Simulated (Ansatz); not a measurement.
# InP: how the settings move a single-point run

Question: which choices in the input matter for InP? The cell is built on a prototype (h-MgO type) and needn't be the phase found in nature.

Computed with Ansatz 0.2.0 (reference: DFT, PBE, plane waves, PAW, unless a step's input says otherwise).

1 further run of the same task is left out (it didn't finish).

### 1 The structure to begin with

It takes space group P6_3/mmc (No. 194, hexagonal). The conventional cell has a = 4.393 Å, b = 4.393 Å, c = 5.973 Å, α = 90.00°, β = 90.00°, γ = 120.00°. Around In (site symmetry -6m2) lie 3 P at 2.54 Å. Around P (site symmetry -6m2) lie 3 In at 2.54 Å.

Structure file:

```cif
data_structure
_symmetry_space_group_name_H-M 'P 1'
_symmetry_Int_Tables_number 1
_cell_length_a 4.3931
_cell_length_b 4.3931
_cell_length_c 5.9735
_cell_angle_alpha 90.000
_cell_angle_beta 90.000
_cell_angle_gamma 120.000
_cell_volume 99.84
loop_
_atom_site_label
_atom_site_type_symbol
_atom_site_fract_x
_atom_site_fract_y
_atom_site_fract_z
_atom_site_occupancy
In1 In 0.33333 0.66667 0.25000 1
In2 In 0.66667 0.33333 0.75000 1
P1 P 0.66667 0.33333 0.25000 1
P2 P 0.33333 0.66667 0.75000 1
```

### 2 Reference

input.yaml

```yaml
crystal:
  lattice:
    - [4.3931098464, 0.0, 0.0]
    - [-2.1965549232, 3.8045447286, 0.0]
    - [0.0, 0.0, 5.9734964704]
  atoms:
    - { symbol: In, position: [0.3333333333, 0.6666666667, 0.25] }
    - { symbol: In, position: [0.6666666667, 0.3333333333, 0.75] }
    - { symbol: P, position: [0.6666666667, 0.3333333333, 0.25] }
    - { symbol: P, position: [0.3333333333, 0.6666666667, 0.75] }
kpoints:
  mp_grid: { grid: [6, 6, 4] }
hamiltonian:
  xc: pbe
scf:
  occupations: { method: fermi_dirac, width: 0.02 }
  n_extra_bands: 5
output:
  forces: true
  stress: true
  eigenvalues: true
```

Started as:

```bash
> ansatz run input.yaml --threads 4 --pin off --max-ram 3686MiB --backend cpu --events-out ev --progress --plain --runs-dir out
```

### 3 A further run, with the input changed

Edit input.yaml of step 2 so:

```diff
@@ -17,2 +17,3 @@
   n_extra_bands: 5
+  max_iter: 94
 output:
@@ -21 +22,4 @@
   eigenvalues: true
+magnetization:
+  spin_polarized: true
+  initial_magnetization: 6.0
```

(Steps that only read results are left out.)

What does the calculation give? Wanted: for each run, ending; energy change; pressure; gap; force.

The runs gave:

| run | ending | energy change | pressure (GPa) | gap (eV) | force (eV/Å) | cycles | time |
| --- | --- | --- | --- | --- | --- | --- | --- |
| reference | converged | 0 | 1.7 | 0.00 | 0.00 | 6 | 1.2 s |
| 1: spin_polarized true, initial_magnetization 6.0 | converged | 0.0 meV/atom | 1.7 | 0.00 | 0.00 | 17 | 3.6 s |

Residual by cycle in the longest SCF loop of each run; runs are numbered as in the table. The quantity is the density residual dr2, in eV.

| cycle | reference | run 1 |
| --- | --- | --- |
| 1 | 0.0025 | 0.437 |
| 2 | 7.9e-4 | 1.95 |
| 4 | 2.5e-6 | 0.0616 |
| 5 | 3.2e-7 | 0.0408 |
| 7 | - | 7.4e-4 |
| 8 | - | 6.8e-4 |
| 10 | - | 1.7e-4 |
| 11 | - | 7.4e-6 |
| 13 | - | 2.1e-7 |
| 14 | - | 1.6e-8 |
| 16 | - | 1.7e-10 |
| 17 | - | 1.8e-11 |

With the changed spin polarisation the energy stays within 0.5 meV/atom: no moment survives, so both runs end on the same non-magnetic state. Semilocal functionals close small gaps, so the missing gap need not be the real solid's.
